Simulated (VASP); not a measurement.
Input of a VASP 6.6.1 run:

Contents of INCAR:

```
SYSTEM = SnS2
PREC     = Accurate       ! precision mode
ENCUT    = 520            ! plane-wave cutoff, eV
EDIFF    = 1E-6           ! SCF threshold, eV
ISMEAR   = 0              ! smearing method
SIGMA    = 0.03           ! smearing width, eV
LREAL    = .False.        ! projectors in reciprocal space
LASPH    = .True.         ! aspherical terms in the spheres
NELM     = 80             ! most SCF steps
ALGO     = Normal         ! electronic algorithm
ISIF     = 2              ! what is computed and relaxed
LWAVE    = .False.        ! write WAVECAR
LCHARG   = .False.        ! write CHGCAR
NBANDS   = 20             ! bands
```

Contents of KPOINTS:

```
Automatic mesh
0
Gamma
  9 9 5
  0 0 0
```

The input POSCAR:

```
SnS2                                    
1.0
    3.6670894403      0.0000000000      0.0000000000
   -1.8335447202      3.1757926088     -0.0000000000
    0.0000000000      0.0000000000      5.8110411720
  Sn              S             
     1     2
Direct
     0.0000000000000000    0.0000000000000000    0.0000000000000000
     0.3333333300000021    0.6666666699999979    0.2543524710205496
     0.6666666699999979    0.3333333300000021    0.7456475289794504
```

File KPOINTS_OPT:

```
explicit points
186
Reciprocal
 0.0000000000  0.0000000000  0.0000000000 1
 0.0263157895  0.0000000000  0.0000000000 1
 0.0526315789  0.0000000000  0.0000000000 1
 0.0789473684  0.0000000000  0.0000000000 1
 0.1052631579  0.0000000000  0.0000000000 1
 0.1315789474  0.0000000000  0.0000000000 1
[... 178 lines left out ...]
 0.5000000000  0.0000000000  0.5000000000 1
 0.5000000000  0.0000000000  0.0000000000 1
```

Potentials or basis: VASP PAW LDA potentials, release 64 (Sn_d, S).

Launch:

```bash
$ cat potpaw_LDA.64/Sn_d/POTCAR potpaw_LDA.64/S/POTCAR > POTCAR
$ mpirun -np 1 vasp_std > vasp.out
```

What does it give for the band gap along the path?

1.12 eV, indirect (least direct gap 1.53 eV).

What does it give for the band gap on the k mesh?

1.14 eV, indirect (least direct gap 1.53 eV).

Forces in eV/Å, atoms in the order of the input:
```
Sn   0.000  0.000  0.000
S    0.000  0.000 -0.221
S    0.000  0.000  0.221
```

Caveat: spin-orbit coupling is left out, which moves the levels of the heavy elements.
